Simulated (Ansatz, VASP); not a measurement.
**One calculation of Re, two programs**

```
Re
1.0
     0.00000    1.95772    1.95772
     1.95772    0.00000    1.95772
     1.95772    1.95772    0.00000
Re
1
Direct
  0.00000 0.00000 0.00000
```

Alike in both runs: task single point; functional LDA; k mesh 18 × 18 × 18; occupations gaussian, width 0.1 eV; no spin polarisation.

|  | VASP | Ansatz |
| --- | --- | --- |
| version | VASP 6.6.1 | Ansatz 0.2.0 |
| potentials or method | VASP PAW LDA potentials, release 64 (Re) | scalar-relativistic, plane waves, PAW |
| plane-wave cutoff (eV) | 520 | 420 |
| valence electrons in the cell | 7 | 15 |

```tsv
	VASP	Ansatz	Ansatz less VASP
gap on the k mesh at the Fermi level (eV)	none	none	-
pressure (GPa)	-14.6	-15.5	-0.93
```

A gap of «none» marks a metal or a gap that the smearing closes. The two sets of potentials don't hold the same shells in valence.

Spin-orbit coupling is left out, which matters for the levels of Re.
